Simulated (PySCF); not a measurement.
Isomers of C5H6, mass 66.047 u with the commonest isotopes. The calculation used PySCF, PBE0-D3(BJ)/def2-SVP geometry optimisation, gas phase. One conformer each, none proved a minimum here; rigid rotors.

Problem. Order these by rotational constant B, smallest first.
A. `C#C/C=C/C`
B. [1.1.1]propellane, `C1C23CC12C3`
C. `C1C=CCC=1` (1,3-cyclopentadiene)
D. `C#CC(=C)C`

Solution. A (2243 MHz), D (4002 MHz), C (8260 MHz), B (8751 MHz).

Problem. Order these by dipole moment, smallest first.
A. [1.1.1]propellane (`C1C23CC12C3`)
B. `C#C/C=C/C`
C. 1,3-cyclopentadiene, `C1=CCC=C1`

Solution. A (0.00 D), C (0.55 D), B (1.11 D).

Problem. Order these by rotational constant C, smallest first.
A. `C#CC(=C)C`
B. [1.1.1]propellane, `C1C23CC12C3`
C. `C/C=C/C#C`
D. `C1=CCC=C1` (1,3-cyclopentadiene)

Solution. C (2147 MHz), A (2854 MHz), D (4294 MHz), B (5828 MHz).

```csv
SMILES,point group,Ia (u·Å²),Ib (u·Å²),Ic (u·Å²),κ,μa (D),μb (D),μc (D)
C#C/C=C/C,Cs,13.18,225.35,235.39,-0.99,1.10,0.15,0.00
C1=CCC=C1,C2v,59.65,61.18,117.70,0.90,0.00,0.55,0.00
C1C23CC12C3,D3h,57.74,57.75,86.71,1.00,0.00,0.00,0.00
C#CC(=C)C,Cs,53.97,126.27,177.08,-0.65,0.40,0.30,0.00
```
